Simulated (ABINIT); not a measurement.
# Ag (P6_3/mmc) in ABINIT: notebook

The runs below take Ag through relaxation of cell and atoms, single point, with PBE.

All numbers are computed with ABINIT 10.8.3 (patched build); they aren't measurements. Logs are shortened: lines on timing, memory, paths and dates and some standing lists are left out, and cuts for length are marked. The log counts tension as positive stress, the text compression.

## 1. Starting point

It takes space group P6_3/mmc (No. 194, hexagonal). The conventional cell has a = 2.930 Å, b = 2.930 Å, c = 4.790 Å, α = 90.00°, β = 90.00°, γ = 120.00°. Ag (site symmetry -6m2) has 12 Ag at 2.93 Å as nearest neighbours.

This isn't the form of Ag at room conditions, which is fcc.

## 2. Relaxation of cell and atoms, PBE

Contents of run.abi:

```
pp_dirpath "./"
pseudos "Ag.GGA_PBE-JTH.xml"

acell 3*1.0 Angstrom
rprim
     2.9300000000     0.0000000000     0.0000000000
    -1.4650000000     2.5374544331     0.0000000000
     0.0000000000     0.0000000000     4.7900000000
ntypat 1
znucl 47
natom 2
typat 1 1
chkprim 0
chksymtnons 0
tolsym 1.0e-6
xred
            2/3            1/3            3/4
            1/3            2/3            1/4

ecut 17.0
pawecutdg 34.0
pawxcdev 0
ecutsm 0.5

kptopt 1
ngkpt 8 8 4
nshiftk 1
shiftk 0.0 0.0 0.0

ixc 11

nband 15
occopt 3
tsmear 0.05 eV

nstep 80
tolvrs 1.0e-10

iomode 3
prteig 0
prtebands 0
prtwf 0
prtden 0

ionmov 2
optcell 2
ntime 50
tolmxf 2.0e-5
dilatmx 1.08
```

Potentials or basis: JTH PAW PBE v2.0.

On the command line:

```console
$ abinit run.abi > log 2>&1
```

run.abo:

```text
.Version 10.8.3 of ABINIT
 Symmetries : space group P6_3/m m c (#194); Bravais hP (primitive hexag.)
================================================================================
 Values of the parameters that define the memory need of the present run
     intxc =       0    ionmov =       2      iscf =      17    lmnmax =      18
     lnmax =       6     mgfft =      40  mpssoang =       3    mqgrid =    3001
     natom =       2  nloc_mem =       2    nspden =       1   nspinor =       1
    nsppol =       1      nsym =      24    n1xccc =       1    ntypat =       1
    occopt =       3   xclevel =       2
       mpw =        1028          nfft =       23040          nkpt =          30
 PAW method is used; the additional fine FFT grid is defined by:
   mgfftf=        54    nfftf =     55296
================================================================================
================================================================================

--------------------------------------------------------------------------------
------------- Echo of variables that govern the present computation ------------
--------------------------------------------------------------------------------
 -outvars: echo values of preprocessed input variables --------
            acell      1.8897261259E+00  1.8897261259E+00  1.8897261259E+00 Bohr
              amu      1.07868200E+02
          chkprim           0
      chksymtnons           0
          dilatmx      1.08000000E+00
             ecut      1.70000000E+01 Hartree
           ecutsm      5.00000000E-01 Hartree
           ionmov           2
              ixc          11
         kptrlatt        8    0    0      0    8    0      0    0    4
          kptrlen      3.62071526E+01
            natom           2
            nband          15
            ngfft          24      24      40
          ngfftdg          32      32      54
             nkpt          30
            nstep          80
             nsym          24
            ntime          50
           ntypat           1
           occopt           3
          optcell           2
        pawecutdg      3.40000000E+01 Hartree
         pawxcdev           0
           prtden           0
        prtebands           0
           prteig           0
            prtwf           0
            rprim      2.9300000000E+00  0.0000000000E+00  0.0000000000E+00
                      -1.4650000000E+00  2.5374544331E+00  0.0000000000E+00
                       0.0000000000E+00  0.0000000000E+00  4.7900000000E+00
          spgroup         194
           tolmxf      2.00000000E-05
           tolsym      1.00000000E-06
           tolvrs      1.00000000E-10
           tsmear      1.83746611E-03 Hartree
            typat      1  1
           useylm           1
           xangst      1.4650000000E+00  8.4581814437E-01  3.5925000000E+00
                       5.7305306708E-17  1.6916362887E+00  1.1975000000E+00
            xcart      2.7684487745E+00  1.5983646452E+00  6.7888411073E+00
                       1.0829133524E-16  3.1967292904E+00  2.2629470358E+00
[... 843 lines left out ...]
    1      1.48250272387200     0.85592334670577     3.54577124627466
    2      0.00000000000000     1.71184669341153     1.18192374875822

 cartesian forces (hartree/bohr) at end:
    1     -0.00000000000000     0.00000000000000    -0.00000000000000
    2      0.00000000000000    -0.00000000000000     0.00000000000000
 frms,max,avg= 2.1191162E-29 3.4682002E-29   0.000E+00  0.000E+00  0.000E+00 h/b

 cartesian forces (eV/Angstrom) at end:
    1     -0.00000000000000     0.00000000000000    -0.00000000000000
    2      0.00000000000000    -0.00000000000000     0.00000000000000
 frms,max,avg= 1.0896934E-27 1.7834202E-27   0.000E+00  0.000E+00  0.000E+00 e/A
 length scales=  5.603048258061  5.603048258080  8.934048747437 bohr
              =  2.965005447744  2.965005447754  4.727694995033 angstroms
 Fermi (or HOMO) energy (hartree) =   0.11755   Average Vxc (hartree)=  -0.44051
 Eigenvalues (hartree) for nkpt=  30  k points:
 kpt#   1, nband= 15, wtk=  0.00391, kpt=  0.0000  0.0000  0.0000 (reduced coord)
  -0.14770   -0.09860   -0.04255   -0.04224   -0.04224   -0.03359   -0.03359   -0.02589
  -0.02589    0.01106    0.01106    0.12083    0.25673    0.70257    0.76365
      occupation numbers for kpt#   1
   2.00000    2.00000    2.00000    2.00000    2.00000    2.00000    2.00000    2.00000
   2.00000    2.00000    2.00000    0.28791    0.00000    0.00000    0.00000
 prteigrs : prtvol=0 or 1, do not print more k-points.

--- !EnergyTerms
iteration_state     : {dtset: 1, itime: 8, icycle: 1, }
comment             : Components of total free energy in Hartree
kinetic             :  2.01839807082285E+01
hartree             :  1.27560854660439E+01
xc                  : -2.44974699041228E+01
Ewald energy        : -7.05618787155866E+01
psp_core            :  7.32527450278184E+00
local_psp           : -3.24684093940024E+01
PAW spherical_terms :  1.08224540062577E+01
internal            : -7.64399633303999E+01
'-kT*entropy'       : -3.24235320907566E-04
total_energy        : -7.64402875657208E+01
total_energy_eV     : -2.08004618970469E+03
...

--- !EnergyTermsDC
iteration_state     : {dtset: 1, itime: 8, icycle: 1, }
comment             : '"Double-counting" decomposition of free energy'
band_energy         : -6.41442814835092E-01
Ewald energy        : -7.05618787155866E+01
psp_core            :  7.32527450278184E+00
xc_dc               : -2.95256498406477E+01
PAW spherical_terms :  1.69637339313408E+01
internal            : -7.64399629369468E+01
'-kT*entropy'       : -3.24235320907566E-04
total_energy_dc     : -7.64402871722677E+01
total_energy_dc_eV  : -2.08004617899828E+03
...

--- !EnergyTermsWithPAWCore
iteration_state     : {dtset: 1, itime: 8, icycle: 1, }
comment             : 'Components of total free energy, including PAW core contributions'
Total energy        : -1.06322669936862E+04
Total energy DC     : -1.06322669932928E+04
Total energy (eV)   : -2.89318723835592E+05
Total energy DC (eV): -2.89318723824885E+05
...

 Cartesian components of stress tensor (hartree/bohr^3)
  sigma(1 1)=  1.50881029E-07  sigma(3 2)=  0.00000000E+00
  sigma(2 2)=  1.50880754E-07  sigma(3 1)=  0.00000000E+00
  sigma(3 3)=  9.18765827E-08  sigma(2 1)=  0.00000000E+00

-Cartesian components of stress tensor (GPa)         [Pressure= -3.8604E-03 GPa]
- sigma(1 1)=  4.43907314E-03  sigma(3 2)=  0.00000000E+00
- sigma(2 2)=  4.43906503E-03  sigma(3 1)=  0.00000000E+00
- sigma(3 3)=  2.70310239E-03  sigma(2 1)=  0.00000000E+00

== END DATASET(S) ==============================================================
================================================================================

 -outvars: echo values of variables after computation  --------
            acell      5.6030482581E+00  5.6030482581E+00  8.9340487474E+00 Bohr
           etotal     -7.6440287172E+01
            fcart     -1.2014197893E-29  3.4682001939E-29 -1.1773100528E-31
                       1.2014197893E-29 -3.4682001939E-29  1.1773100528E-31
            rprim      1.0000000000E+00  0.0000000000E+00  0.0000000000E+00
                      -5.0000000000E-01  8.6602540379E-01  0.0000000000E+00
                       0.0000000000E+00  0.0000000000E+00  1.0000000000E+00
           strten      1.5088102913E-07  1.5088075352E-07  9.1876582741E-08
                       0.0000000000E+00  0.0000000000E+00  0.0000000000E+00
           xangst      1.4825027239E+00  8.5592334671E-01  3.5457712463E+00
                       1.5547401553E-17  1.7118466934E+00  1.1819237488E+00
             xred      6.6666666667E-01  3.3333333333E-01  7.5000000000E-01
                       3.3333333333E-01  6.6666666667E-01  2.5000000000E-01
 Calculation completed.
```

It took 84 s on 1 thread of Intel Xeon Platinum 8375C at 2.90GHz (Ice Lake), shared host; peak memory 0.12 GiB.

What came out:

| Quantity | Value |
| --- | --- |
| Free energy | -2080.0462 eV |
| Relaxed volume | 18.00 Å³/atom |
| Relaxed cell | a = 2.965 Å, b = 2.965 Å, c = 4.728 Å, α = 90.00°, β = 90.00°, γ = 120.00° |
| Space group after relaxing (to 0.05 Å) | P6_3/mmc (No. 194) |
| Energy gained by relaxing | 1.5 meV/atom |
| Ionic steps | 8 |
| Pressure after relaxing | 0.0 GPa |
| Band gap on the k mesh | none (metal or under the smearing width) |

Step by step:
```
step  energy change (eV)  largest force (eV/Å)  pressure (GPa)  volume (Å³)
   1              0.0000                0.0000            0.90        35.61
   2             -0.0007                0.0000            0.64        35.71
   3             -0.0021                0.0000           -0.19        36.04
   4             -0.0022                0.0000           -0.26        36.08
   5             -0.0027                0.0000           -0.28        36.10
   6             -0.0029                0.0000           -0.16        36.05
   7             -0.0030                0.0000           -0.03        36.00
   8             -0.0030                0.0000            0.00        35.99
```

Final structure:
```xyz
2
Lattice="2.9650 0.0000 0.0000 -1.4825 2.5678 0.0000 0.0000 0.0000 4.7277" Properties=species:S:1:pos:R:3 pbc="T T T"
Ag    1.4825    0.8559    3.5458
Ag    0.0000    1.7118    1.1819
```

PBE usually gives volumes a little too large and moduli too small. Zero-point motion and thermal expansion aren't in these numbers.

## 3. Single point, PBE (cell relaxed)

Contents of run.abi:

```
# Pseudopotentials
pp_dirpath "./"
pseudos "Ag.GGA_PBE-JTH.xml"

# Structure
acell 2.96500545 2.9650054457 4.727695 Angstrom
rprim
     1.0000000000     0.0000000000     0.0000000000
    -0.4999999990     0.8660254043     0.0000000000
     0.0000000000     0.0000000000     1.0000000000
ntypat 1
znucl 47
natom 2
typat 1 1
xred
     0.6666666700     0.3333333300     0.7500000000
     0.3333333300     0.6666666700     0.2500000000
chkprim 0
chksymtnons 0
tolsym 1.0e-6

# Plane-wave basis
ecut 462.593566 eV
pawecutdg 34.0
pawxcdev 0

# k points
kptopt 1
ngkpt 8 8 4
nshiftk 1
shiftk 0.0 0.0 0.0

# Exchange and correlation
ixc 11

# Bands and occupations
nband 15
occopt 3
tsmear 0.00183747

# SCF cycle
nstep 100
tolvrs 1.0e-9

# Output
iomode 3
prtwf 0
prtden 0
prteig 0
prtebands 0
enunit 2
```

Potentials or basis: JTH PAW PBE v2.0.

On the command line:

```console
$ abinit run.abi > log 2>&1
```

Wall time 11 s (1 thread of Intel Xeon Platinum 8375C at 2.90GHz (Ice Lake), shared host); peak memory 0.11 GiB.

It converged, with:

- Free energy: -2080.0467 eV
- Pressure: -0.1 GPa
- Band gap on the k mesh: none (metal or under the smearing width)
- Valence electrons inside the program's atomic spheres: Ag 9.77 (radii [1.331] Å)

Levels at points of the mesh, in eV from the Fermi level:
| k point | band 8 | band 9 | band 10 | band 11 | band 12 | band 13 | band 14 | band 15 |
| --- | --- | --- | --- | --- | --- | --- | --- | --- |
| (0.00, 0.00, 0.00) | -3.90 | -3.90 | -2.90 | -2.90 | 0.09 | 3.79 | 15.92 | 17.58 |
| (0.50, 0.00, 0.00) | -2.83 | -2.69 | -2.69 | 0.22 | 1.49 | 7.02 | 7.22 | 9.27 |
| (0.00, 0.00, 0.50) | -4.13 | -3.19 | -3.19 | -3.19 | -3.19 | 11.47 | 11.47 | 16.31 |
| (0.50, 0.00, 0.50) | -2.94 | -2.74 | -2.74 | 0.97 | 0.97 | 4.40 | 4.40 | 13.29 |
